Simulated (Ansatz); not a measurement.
# Ni: strain energy, fitted

Ni, Fm-3m, a = 3.519 Å. Ansatz: PBE, PAW, 420 eV, Γ-centred 20×20×14 mesh on 2 atoms, Gaussian smearing 0.10 eV; collinear spin, largest moment 0.7 μB. Series: shear of c along a, cell held, atoms fixed by symmetry; x is the strain in per cent (engineering shear). The axes a, b, c are those of the computed cell (2.488, 2.488, 3.519 Å), along [1 1 0], [-1 1 0], [0 0 1] of the cell named above. y is the free energy over the unstrained cell, V0 = 10.890 Å³/atom. Symmetry makes y even in x.

```
x (%) y (meV/atom)
  0.0          0.00
  1.0          0.45
  2.0          1.80
  3.0          4.04
  4.0             ?
```

Q: Fit y = c2 x² + c4 x⁴ to the other rows, turn c2 into a modulus, and predict the missing energy.

A: Least squares on the rows shown. y = 0.4508 x² − 0.0002099 x⁴. In eV per unit strain² c2 is 4.508; this is the shear stiffness (E = ½ C V0 γ²): 2 × 4.508 × 160.2 / (10.890) = 133 GPa. At x = 4.0 the fit asked for gives 7.16 meV/atom. The run gave 7.17 meV/atom, so the fit is 0.01 meV/atom too low, a small miss on the scale of the series. The form still works here, 33 % of the fitted range beyond its end.